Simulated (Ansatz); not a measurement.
# MoSe2: the cost of one run

Program: Ansatz 0.2.0. Level of theory: DFT PBE+D3(BJ), scalar-relativistic, plane waves, PAW. These are calculated values, not measurements.

The COD entry's cell or inner coordinates are ideal or old and differ from later refinements, so a difference from it is no clean test against experiment.

3 further runs of the same task are left out: 1 that didn't finish, 2 set aside as unsound or not needed.

## Step 1: Starting point

The structure is hexagonal, space group P6_3/mmc (No. 194). The conventional cell has a = 3.276 Å, b = 3.276 Å, c = 12.732 Å, α = 90.00°, β = 90.00°, γ = 120.00°. Mo (site symmetry -6m2) is surrounded by 6 Se at 2.53 Å. Se (site symmetry 3m) is surrounded by 3 Mo at 2.53 Å.

Structure file:

```xyz
6
Lattice="3.2762 0.0000 0.0000 -1.6381 2.8373 0.0000 0.0000 0.0000 12.7318" Properties=species:S:1:pos:R:3 pbc="T T T"
Mo    0.0000    1.8915    3.1829
Mo    1.6381    0.9458    9.5488
Se    0.0000    1.8915    7.8743
Se    1.6381    0.9458    1.5084
Se    0.0000    1.8915   11.2234
Se    1.6381    0.9458    4.8575
```

It is the result of an earlier relaxation at this level (volume 19.72 Å³/atom; gap on the mesh: 0.77 eV).

## Step 2: Zero of the scan

Input file input.yaml:

```yaml
crystal:
  lattice:
    - [3.2761977916, 0.0, 0.0]
    - [-1.6380988958, 2.8372705153, 0.0]
    - [0.0, 0.0, 12.7317698969]
  atoms:
    - { symbol: Mo, position: [0.3333333333, 0.6666666667, 0.25] }
    - { symbol: Mo, position: [0.6666666667, 0.3333333333, 0.75] }
    - { symbol: Se, position: [0.3333333333, 0.6666666667, 0.6184761055] }
    - { symbol: Se, position: [0.6666666667, 0.3333333333, 0.1184761055] }
    - { symbol: Se, position: [0.3333333333, 0.6666666667, 0.8815238945] }
    - { symbol: Se, position: [0.6666666667, 0.3333333333, 0.3815238945] }
basis:
  ecutwfc: 420
kpoints:
  mp_grid: { grid: [12, 12, 4] }
hamiltonian:
  xc: pbe
  dispersion: d3bj
scf:
  occupations: { method: gaussian, width: 0.05 }
output:
  forces: true
  stress: true
  eigenvalues: true
```

On the command line:

```bash
$ ansatz run input.yaml --threads 1 --pin off --max-ram 2560MiB --backend cpu --events-out ev --progress --plain --runs-dir out
```

Q: Estimate wall time and peak memory on 1 thread of AMD EPYC 9R45 (Zen 5), shared host.

About 5.5 s, with a peak of 0.59 GiB.
